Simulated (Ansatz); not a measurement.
# CsBr: the crystal squeezed far

An exercise on one series of results from a longer session: the logs are not shown, and one member is left open.

Program: Ansatz 0.2.0. Level of theory: DFT, PBE, PAW with Ansatz's default frozen-core files, scalar-relativistic. These are calculated values, not measurements.

**The structure to begin with**

It takes space group Pm-3m (No. 221, cubic). The conventional cell has a = 3.896 Å, b = 3.896 Å, c = 3.896 Å, α = 90.00°, β = 90.00°, γ = 90.00°. Cs (site symmetry m-3m) has 8 Br at 3.37 Å in its first shell of neighbours. Around Br (site symmetry m-3m) lie 8 Cs at 3.37 Å.

Coordinates:

```xyz
2
Lattice="3.8959 0.0000 0.0000 0.0000 3.8959 0.0000 0.0000 0.0000 3.8959" Properties=species:S:1:pos:R:3 pbc="T T T"
Cs    0.0000    0.0000    0.0000
Br    1.9479    1.9479    1.9479
```

Whether this phase is the stable one at these pressures isn't tested.

Atoms are numbered in the order of the input: Cs1, Br2.

Set-up of the first run:

input.yaml

```yaml
crystal:
  lattice:
    - [3.8958976024, 0.0, 0.0]
    - [0.0, 3.8958976024, 0.0]
    - [0.0, 0.0, 3.8958976024]
  atoms:
    - { symbol: Cs, position: [0.0, 0.0, 0.0] }
    - { symbol: Br, position: [0.5, 0.5, 0.5] }
kpoints:
  mp_grid: { grid: [11, 11, 11] }
scf:
  occupations: { method: fermi_dirac, width: 0.1 }
hamiltonian:
  xc: pbe
  pseudopotentials: { kind: paw }
output:
  forces: true
  stress: true
relax:
  f_tol: 0.005
  max_steps: 40
  cell: {}
```

Run with:

```bash
ansatz run input.yaml --threads 1 --pin off --max-ram 2048MiB --backend cpu --events-out ev --progress --plain --runs-dir out
```

Among the steps run: Cell relaxed at zero pressure, PAW; Volume scaled by 1, PAW; Volume scaled by 1, PAW (cutoff 300 eV); Volume scaled by 0.9, PAW; Volume scaled by 0.8, PAW; Volume scaled by 0.7, PAW; Volume scaled by 0.6, PAW; Volume scaled by 0.5, PAW; Volume scaled by 0.4, PAW; Volume scaled by 0.4, PAW (cutoff 300 eV).

One table of the session follows, with a row left open; its other results are not shown here.

```
             method  volume over the first  volume (Å³/atom)  pressure (GPa)  gap on the k mesh (eV)
                PAW                      1            42.251            0.01                    4.27
                PAW                    0.9            38.026            1.70                    4.66
                PAW                    0.8            33.801            4.85                    4.66
                PAW                    0.7            29.576           10.84                    4.27
                PAW                    0.6                 ?               ?                       ?
                PAW                    0.5            21.125           48.33                    2.43
                PAW                    0.4            16.900          108.08                    0.32
PAW (cutoff 300 eV)                      1            42.251            0.01                    4.27
PAW (cutoff 300 eV)                    0.4            16.900          108.15                    0.32
```

Estimate the missing values for PAW, 0.6.

As computed: volume (Å³/atom): 25.351; pressure (GPa): 22.81; gap on the k mesh (eV): 3.60. In the column «volume (Å³/atom)» it lies between PAW, 0.5 (21.125) and PAW, 0.7 (29.576).

Limits of these values: Warnings in the runs' records: cutoff below recommended.
